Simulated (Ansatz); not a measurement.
# linear K chain: one chain at several levels of theory, part 2 of 3

Wanted: the relaxed geometry and the open channels of the linear K chain, by several methods.

Ansatz 0.2.0; DFT PBE, plane waves, PAW; relaxation of a chain's period (the session's first sound run).

So far. Step 2 (Relaxing the period, level PBE, cutoff 420 eV): The cell's length comes to 4.226 Å with no moment.

### 3. Bands of the perfect wire, level PBE, k-mesh 1×1×19

This step: DFT PBE, plane waves, PAW; channels and complex bands of a perfect chain (Ansatz 0.2.0).

At the relaxed period the Bloch states of the perfect chain are found at each energy: those that move forward count the open channels, and those that decay describe how a disturbance dies away inside the wire itself. An energy step of 0.035 eV is under the 0.039 eV that the program asks for its thermal average at 300 K.

input.yaml reads:

```yaml
crystal:
  lattice:
    - [12.0, 0.0, 0.0]
    - [0.0, 12.0, 0.0]
    - [0.0, 0.0, 4.2258564571]
  atoms:
    - { symbol: K, position: [0.5, 0.5, 0.0] }
kpoints:
  mp_grid: { grid: [1, 1, 19] }
  band_path: { path: ["Γ", Z], npoints: 60 }
scf:
  occupations: { method: fermi_dirac, width: 0.05 }
hamiltonian:
  xc: pbe
output:
  transmission:
    e_range: [-2, 2]
    de: 0.035
    kmesh: [1, 1]
    reduced_basis: true
    leads: [[0, 0]]
  dos: { projected: true, e_range: [-6, 4] }
  write_potential: true
  write_density: true
  volumetric_format: npy
  elf: true
```

The run is started by

```bash
$ ansatz run input.yaml --threads 4 --pin off --max-ram 16384MiB --backend cpu --events-out ev --progress --plain --runs-dir out
```

Numbers of over 12 decimals in the logs are rounded to 6 here.

Output:

```text
[...]
Crystal: 1 atoms, lattice volume = 608.523 Å³
Basis set: ecut = 420 eV, 11871 PW (Γ)
Bands: 9, of which v1, the nominal top of the filled ones, is band 5 counted from 1 (4 counted from 0)
Symmetry: 16 space group operations
[...]
k-points: 10 of 19
[...]
SCF iter   1: F=—  HF=-1537.306396 eV  |F-HF|=—  |Δ(HF+E_count)|=         —  Δρ=2.48e-4  dr2=1.59e-3  ethr=1.77e-3  ⟨swp⟩=7.3  Hψ=834  notcnv=0
[...]
SCF iter   6: F=-1537.308103 eV  HF=-1537.308103 eV  |F-HF|=3.43e-9  |Δ(HF+E_count)|=   3.84e-8  Δρ=5.22e-7  dr2=3.68e-9  ethr=1.11e-9  ⟨swp⟩=4.6  Hψ=404  notcnv=0
SCF 1 converged in 6 iterations: F = -1537.308103 eV  dr2 = 3.68e-9
[...]
NSCF: frozen V_eff on 61 k-points
transmission: 6 of 36 steps passed
transmission: 12 of 36 steps passed
[...]
transmission: 36 of 36 steps passed
WARN: The output density's exchange-correlation potential varies sharply where the density is thin. Do not read a vacuum level from v_tot or v_xc, or from such a field of the output density. On a cell that repeats whose density bears no net charge and no dipole along the vacuum's axis use v_es (v_loc + v_h of the components); under efield.dipole_correction with no amplitude use v_es + v_field, which holds any externa [...]
SCF converged after 6 iterations
Free energy (F): -1537.308103 eV
[...]
Internal energy: -1537.300712 eV  (E = F + TS)
E sigma→0 (E₀):  -1537.304407 eV
Entropy (-TS):   -0.007391 eV (-7.391 meV/atom)
Fermi energy:    -1.901034 eV
[...]
--- Band table (eV; the first three rows and the last of 10) ---
[...]
--- Transmission ---
  basis      : 1265 plane waves across, 6 finite elements along
  points     : 1, standing for a mesh of 1 x 1
  filling    : by the input's occupations and mesh, since the crystals that have channels conduct as metals do. If one of these is a semiconductor, that mesh has misplaced its level
  energies   : 115 from -2.000000 to 1.990000 eV about the Fermi level, 0.035000 eV apart; the leads are filled to 0.000000 eV, and channels, transmission and decay are at -0.005000 eV
  crystal 0  : K1, at the sites [0, 0], period 4.2259 Å: whole cells are its period
    offset         : up to 0.0000 Å between an atom of the period and one for which it stands
    filled         : 14.1 meV over the level at which it is neutral
    channels       : 1.000000e0 a spin
    conductance    : 5.3806e13 S/m² at 300 K; may be off by some 0.0 % by where its bands' edges are placed, 0.0 % from the distance to neutral
```

It took 47 s on 4 threads of Arm Neoverse V2, shared host; peak memory 1.1 GiB; 2.6 min of CPU time.

Numbers from this step:

```
energy at zero smearing                                  : -1537.3044 eV
channels at the energy nearest the Fermi level, one spin : 1
conductance of the lead as this run defines it           : 1.0000 G₀
band gap                                                 : 0 eV
```

The open channels of the lead, one spin by energy, zero at the Fermi level:

```
energy (eV)  open channels of the lead, one spin
      -2.00                                    0
      -1.90                                    0
      -1.79                                    0
      -1.69                                    0
      -1.58                                    0
      -1.48                                    0
      -1.37                                    0
      -1.23                                    0
      -1.12                                    0
      -1.02                                    0
      -0.92                                    0
      -0.81                                    0
      -0.70                                    0
      -0.60                                    1
      -0.49                                    1
      -0.39                                    1
      -0.28                                    1
      -0.18                                    1
      -0.07                                    1
      -0.01                                    1
       0.07                                    1
       0.17                                    1
       0.28                                    1
       0.38                                    1
       0.48                                    1
       0.59                                    1
       0.69                                    1
       0.80                                    1
       0.91                                    1
       1.01                                    1
       1.11                                    1
       1.22                                    1
       1.36                                    3
       1.47                                    3
       1.57                                    2
       1.68                                    2
       1.78                                    2
       1.89                                    4
       1.99                                    4
```

The slowest values at each energy, most degenerate partners merged, listed up to 1.5 1/Å. Table of Im kz of the slowest decaying states by energy, zero at the Fermi level:

```
energy (eV)  decay 1 (Å⁻¹)  decay 2 (Å⁻¹)  decay 3 (Å⁻¹)  decay 4 (Å⁻¹)
     -2.000          0.519          0.929          0.988           1.05
     -1.790          0.480          0.903          0.957           1.02
     -1.615          0.445          0.881          0.931          0.997
     -1.405          0.397          0.855          0.898          0.969
     -1.195          0.341          0.827          0.863          0.940
     -0.985          0.271          0.799          0.828          0.910
     -0.810          0.193          0.775          0.796          0.884
     -0.600          0.744          0.757          0.852          0.919
     -0.390          0.713          0.715          0.819          0.888
     -0.215          0.678          0.686          0.790          0.861
     -0.005          0.630          0.652          0.754          0.828
      0.205          0.577          0.615          0.716          0.793
      0.415          0.519          0.576          0.676          0.756
      0.590          0.463          0.542          0.641          0.725
      0.800          0.385          0.496          0.596          0.685
      1.010          0.284          0.446          0.547          0.642
      1.185          0.152          0.399          0.502          0.604
      1.395          0.333          0.443          0.554          0.640
      1.605         0.0307          0.248          0.374          0.500
      1.815          0.108          0.289          0.438          0.560
```

Electronic bands along the path, in eV, zero at the Fermi level:

```
  point  band 5  band 6  band 7  band 8  band 9
      Γ   -0.64    1.25    1.25    1.86    2.12
halfway   -0.01    1.65    1.65    2.41    2.63
      Z    1.47    1.80    2.35    2.35    3.40
```

The electronic bands as a text plot (rows in eV, shown from -0.6 to 2.1 only):

```
    2.1 |              *****                      ***     **
    2.0 |      ********                       ****          **
    1.8 |******                           ****                ***
    1.7 |                            *****
    1.6 |                        ****
    1.5 |                   *****                               *
    1.4 |            *******                                 ***
    1.3 |************                                      **
    1.1 |                                                **
    1.0 |                                              **
    0.9 |                                            **
    0.8 |                                          **
    0.7 |                                         *
    0.6 |                                       **
    0.5 |                                     **
    0.3 |                                  ***
    0.2 |                                **
    0.1 |                             ***
    0.0 |                           **
   -0.1 |                        ***
   -0.2 |                     ***
   -0.3 |                 ****
   -0.5 |            *****
   -0.6 |************
         Γ                                                      Z
```

ELF in the ca plane at fractional y = 0.500, with atoms of K within 0.2 Å of it. It is the smooth field of the valence electrons, not physical close to the nuclei.

Ten even steps from '_' (0.03) to '@' (0.92), each cell a mean:
```
____________________________
____________________________
............................
::::::::::::::::::::::::::::
====++++++++++++++++++++====
******######%%%%%%######****
==++**##%%@@@@@@@@@@%%**++++
....::--**%%@@@@@@%%++--....
________::++%%@@%%==..______
++==::____::**%%==..__..--==
@@@@%%==..__--++::__..++%%@@
##%%@@##::__::==..__--%%@@%%
%%@@@@**..__::==..__--##@@%%
%%%%**::__..==**--__..--##%%
::..______--##%%**::____....
______..--##@@@@%%++::______
::::--++##@@@@@@@@%%##++--::
++****##%%%%@@@@@@%%%%##****
++++******##########******++
----====================----
............::::::..........
____________________________
____________________________
____________________________
```
Columns run along c (4.2 Å), rows up along a (12.0 Å). Atoms in or near the plane, at fractional coordinates: K at (0.00, 0.50).

Electrostatic potential energy in the ca plane at fractional y = 0.500, with atoms of K within 0.2 Å of it. With pseudopotentials it is smooth inside the atoms' cores, unlike the true potential.

Values in eV, 24 rows by 14 columns, each cell a mean:
```
  1   1   1   1   1   1   1   1   1   1   1   1   1   1
  1   1   1   1   1   1   1   1   1   1   1   1   1   1
  1   1   1   1   1   1   1   1   1   1   1   1   1   1
  1   1   1   1   1   1   1   1   1   1   1   1   1   1
  0   0   1   1   1   1   1   1   1   1   1   1   1   0
  0   0   0   0   0   1   1   1   1   1   0   0   0   0
  0   0   0   0   0   0   0   0   0   0   0   0   0   0
 -1  -1   0   0   0   0   0   0   0   0   0   0   0  -1
 -2  -2  -2  -1  -1   0   0   0   0   0  -1  -1  -2  -2
 -8  -7  -5  -3  -2  -1   0   0  -1  -1  -2  -4  -5  -7
-29 -26 -16  -7  -4  -2  -1  -1  -1  -2  -5 -10 -21 -28
-32 -32 -29 -13  -5  -2  -1  -1  -2  -3  -7 -19 -32 -32
-32 -32 -26 -11  -5  -2  -1  -1  -1  -3  -6 -15 -30 -32
-20 -17 -10  -5  -3  -1  -1  -1  -1  -2  -4  -7 -13 -19
 -4  -4  -3  -2  -1  -1   0   0   0  -1  -1  -2  -3  -4
 -2  -1  -1  -1   0   0   0   0   0   0   0  -1  -1  -1
  0   0   0   0   0   0   0   0   0   0   0   0   0   0
  0   0   0   0   0   0   0   1   0   0   0   0   0   0
  0   0   0   0   1   1   1   1   1   1   1   0   0   0
  1   1   1   1   1   1   1   1   1   1   1   1   1   1
  1   1   1   1   1   1   1   1   1   1   1   1   1   1
  1   1   1   1   1   1   1   1   1   1   1   1   1   1
  1   1   1   1   1   1   1   1   1   1   1   1   1   1
  1   1   1   1   1   1   1   1   1   1   1   1   1   1
```
Columns run along c (4.2 Å; values clipped at the 3rd and 97th percentile), rows up along a (12.0 Å). Atoms in or near the plane, at fractional coordinates: K at (0.00, 0.50).

Valence density in the ca plane at fractional y = 0.500, with atoms of K within 0.2 Å of it. It is the smooth field of the valence electrons, not physical close to the nuclei.

Ten steps, logarithmic in the rise over the least value, from '_' (0.0 e/Å³) to '@' (4.1 e/Å³), each cell a mean:
```
____________________________
____________________________
____________________________
____________________________
____________________________
____________________________
____________________________
____________________________
..__________________________
==--::....__________....----
%%%%**==::..........::==##%%
@@@@%%++--..........--**@@@@
@@@@##++::..........--**%%@@
##**==--....______..::--++**
::::....______________....::
____________________________
____________________________
____________________________
____________________________
____________________________
____________________________
____________________________
____________________________
____________________________
```
Columns run along c (4.2 Å), rows up along a (12.0 Å). Atoms in or near the plane, at fractional coordinates: K at (0.00, 0.50).

By hand: the program gives 5.3806 × 10^13 S/m² over the cell's cross-section of 144.00 Å² = 1.440 × 10^-18 m², so one cell conducts 7.748 × 10^-5 S. Divided by G0 = 2e²/h = 7.748 × 10^-5 S this is 1.00 G0, a resistance of 12.9 kΩ.

At the computed energy nearest the Fermi level there are 1 channel a spin, and the thermal average gives 1.000 G₀.

### 4. Relaxing the period

This step: DFT RPBE, plane waves, PAW; relaxation of a chain's period (Ansatz 0.2.0).

The relaxation is repeated under another functional. RPBE strengthens the exchange enhancement and tends to longer, weaker bonds than PBE.

input.yaml reads:

```yaml
crystal:
  lattice:
    - [12.0, 0.0, 0.0]
    - [0.0, 12.0, 0.0]
    - [0.0, 0.0, 3.7758]
  atoms:
    - { symbol: K, position: [0.5, 0.5, 0.0], spin: 0.5 }
magnetization:
  spin_polarized: true
kpoints:
  mp_grid: { grid: [1, 1, 22] }
scf:
  occupations: { method: fermi_dirac, width: 0.05 }
hamiltonian:
  xc: rpbe
relax:
  cell: { fix: [a, b, alpha, beta, gamma] }
  max_steps: 60
```

Output:

```text
[...]
Crystal: 1 atoms, lattice volume = 543.715 Å³
Basis set: ecut = 420 eV, 10621 PW (Γ), exchange–correlation on 162×162×54 points (8 copies of the dense FFT grid, shifted against one another)
Bands: 9, of which v1, the nominal top of the filled ones, is band 5 counted from 1 (4 counted from 0)
Symmetry: 16 space group operations
[...]
-0.011573       0.000000       0.000000
        0.000000      -0.011573       0.000000
        0.000000       0.000000       0.004264
  P = ⅓ Tr σ = -0.0063 GPa (-0.063 kbar)
--- Relaxed structure (6 steps of the walk, 6 accepted, 1 SCFs on fresh bases) ---
[...]
cell:  # Å, volume = 628.6017 Å³
    - [12.0, 0.0, 0.0]
    - [0.0, 12.0, 0.0]
    - [0.0, 0.0, 4.365290]
  atoms:
    - { symbol: K, position: [0.5, 0.5, 0.0] }
[key lines of the parts left out:]
SCF converged after 8 iterations
Magnetization: -0.0000 μB (4.5000 up, 4.5000 down)
Free energy (F): -1541.673113 eV
Fermi energy:    -1.867927 eV
```

Elapsed: 16 s, on 4 threads; peak memory 0.73 GiB; 58 s of CPU time.

Step by step:

```
step  energy less that of the first step (eV)  largest force component (eV/Å)  pressure (GPa)  volume (Å³)
   1                                   0.0000                          0.0000            0.10       543.72
   2                                  -0.0092                          0.0000            0.09       548.64
   3                                  -0.0465                          0.0000            0.05       575.15
   4                                  -0.0666                          0.0000            0.02       602.33
   5                                  -0.0723                          0.0000            0.00       623.40
   6                                  -0.0725                          0.0000           -0.01       628.60
  7*                                  -0.0728                          0.0000           -0.01       628.60
```

Relaxation steps marked * repeat the geometry before them on a plane-wave basis chosen anew for their cell, so energy and pressure can jump there.

```
cell as run  before  after   change
      c (Å)   3.776  4.365  +15.6 %
```

Final coordinates:

```xyz
1
Lattice="12.0000 0.0000 0.0000 0.0000 12.0000 0.0000 0.0000 0.0000 4.3653" Properties=species:S:1:pos:R:3
K     6.0000    6.0000    0.0000
```

The cell's length comes to 4.365 Å, +3.3 % against the first run, with no moment. That is +16 % against the start, more than a small adjustment.

The cell grew by 15.6 % in its periodic edges.

### 5. Bands of the perfect wire, level RPBE, k-mesh 1×1×19

This step: DFT RPBE, plane waves, PAW; channels and complex bands of a perfect chain (Ansatz 0.2.0).

The channels are counted again under RPBE, at the period that it gave.

input.yaml reads:

```yaml
crystal:
  lattice:
    - [12.0, 0.0, 0.0]
    - [0.0, 12.0, 0.0]
    - [0.0, 0.0, 4.3652898337]
  atoms:
    - { symbol: K, position: [0.5, 0.5, 0.0] }
kpoints:
  mp_grid: { grid: [1, 1, 19] }
  band_path: { path: ["Γ", Z], npoints: 60 }
scf:
  occupations: { method: fermi_dirac, width: 0.05 }
hamiltonian:
  xc: rpbe
output:
  transmission:
    e_range: [-2, 2]
    de: 0.035
    kmesh: [1, 1]
    reduced_basis: true
    leads: [[0, 0]]
  dos: { projected: true, e_range: [-6, 4] }
```

Output:

```text
[...]
Crystal: 1 atoms, lattice volume = 628.602 Å³
Basis set: ecut = 420 eV, 12343 PW (Γ)
Bands: 9, of which v1, the nominal top of the filled ones, is band 5 counted from 1 (4 counted from 0)
Symmetry: 16 space group operations
[...]
k-points: 10 of 19
[...]
Fermi energy:    -1.861059 eV
[...]
--- Band table (eV; the first three rows and the last of 10) ---
[...]
--- Transmission ---
  basis      : 1265 plane waves across, 6 finite elements along
  points     : 1, standing for a mesh of 1 x 1
[...]
crystal 0  : K1, at the sites [0, 0], period 4.3653 Å: whole cells are its period
[...]
filled         : 11.3 meV over the level at which it is neutral
    channels       : 1.000000e0 a spin
[...]
[key lines of the parts left out:]
SCF converged after 6 iterations
Free energy (F): -1541.672918 eV
```

Wall time 48 s (4 threads); peak memory 1.1 GiB.

Table of open channels of the lead, one spin by energy, zero at the Fermi level:

```
energy (eV)  open channels of the lead, one spin
      -2.00                                    0
      -1.90                                    0
      -1.79                                    0
      -1.69                                    0
      -1.58                                    0
      -1.48                                    0
      -1.37                                    0
      -1.23                                    0
      -1.12                                    0
      -1.02                                    0
      -0.92                                    0
      -0.81                                    0
      -0.70                                    0
      -0.60                                    0
      -0.49                                    1
      -0.39                                    1
      -0.28                                    1
      -0.18                                    1
      -0.07                                    1
      -0.01                                    1
       0.07                                    1
       0.17                                    1
       0.28                                    1
       0.38                                    1
       0.48                                    1
       0.59                                    1
       0.69                                    1
       0.80                                    1
       0.91                                    1
       1.01                                    1
       1.11                                    1
       1.22                                    1
       1.36                                    2
       1.47                                    2
       1.57                                    2
       1.68                                    2
       1.78                                    4
       1.89                                    4
       1.99                                    4
```

At the computed energy nearest the Fermi level there are 1 channel a spin, and the thermal average gives 1.000 G₀.

(Part 2 of 3 ends here.)

[Logs are printed without paths, hosts, clocks, repeated set-up lines and the standing remarks that a program may print on its own settings, such as how far it seeks lower states.]

[Hosts, paths, dates, database ids (printed as entryN), source tags and the programs' standing remarks are cut or masked in the printed files.]
